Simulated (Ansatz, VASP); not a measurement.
**Na: VASP beside Ansatz**

```
CELL_PARAMETERS angstrom
3.84088 0.00000 0.00000
-1.92044 3.32630 0.00000
0.00000 0.00000 6.27470
ATOMIC_POSITIONS crystal
Na 0.33333 0.66667 0.25000
Na 0.66667 0.33333 0.75000
```

Change from the starting cell: volume scaled by 1.06, crystal datasets.

Alike in both runs: task electric field gradients; functional LDA; k mesh 11 × 11 × 6; occupations fermi-dirac, width 0.05 eV; no spin polarisation.

|  | VASP | Ansatz |
| --- | --- | --- |
| version | VASP 6.6.1 | Ansatz 0.2.0 |
| potentials or method | VASP PAW LDA potentials, release 64 (Na_pv), cutoff 520 eV | all-electron PAW with datasets made for the crystal, scalar-relativistic |

|  | VASP | Ansatz | Ansatz less VASP |
| --- | --- | --- | --- |
| pressure (GPa) | -1.2 | -1.2 | +0.01 |
| largest component of the traceless stress (GPa) | 0.16 | 0.16 | +0.001 |
| Vzz of the field gradient on the site that differs most (V/Å²) | -0.4 | -0.4 | +0.02 |

Ansatz ran all-electron here, so the differences hold the error of VASP's frozen core and of both bases.
